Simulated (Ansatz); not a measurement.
The system is TiC.

```
CELL_PARAMETERS angstrom
0.00000 2.16572 2.16572
2.16572 0.00000 2.16572
2.16572 2.16572 0.00000
ATOMIC_POSITIONS crystal
Ti 0.00000 0.00000 0.00000
C 0.50000 0.50000 0.50000
```

The cell is a database's computed one.

```yaml
Program: Ansatz 0.2.0
Task: single point
Functional: PBEsol
Potentials_or_basis: Ansatz PAW
Cutoff: "420 eV (not typed: the program's choice for these potentials)"
k_mesh: 11 × 11 × 11
Occupations: fermi-dirac, width 0.05 eV
Spin: no spin polarisation
```

On this cell: pressure -6.7 GPa; largest force zero by symmetry; band gap on the k mesh none (metal or under the smearing width).

The same run follows on a disturbed copy (atoms moved at random, drawn with an rms of 0.05 Å):

```xyz
2
Lattice="0.0000 2.1657 2.1657 2.1657 0.0000 2.1657 2.1657 2.1657 0.0000" Properties=species:S:1:pos:R:3 pbc="T T T"
Ti    0.0311   -0.0544    0.0078
C     2.2125    2.1626    2.1480
```

What does the disturbed cell give?

The energy (extrapolated to zero smearing) moves by +8.3 meV/atom; pressure -6.3 GPa; largest force 0.550 eV/Å; band gap on the k mesh none (metal or under the smearing width).

Forces on the atoms (eV/Å):
```
Ti   0.147  0.473 -0.239
C   -0.147 -0.473  0.239
```

Stress tensor (GPa, compression positive):
```
-6.55 -0.13  0.07
-0.13 -5.88  0.21
 0.07  0.21 -6.43
```

Caveats: the PAW data sets come from PBE, with cores solved anew for the run's functional, which leaves a small shift of forces and pressure.
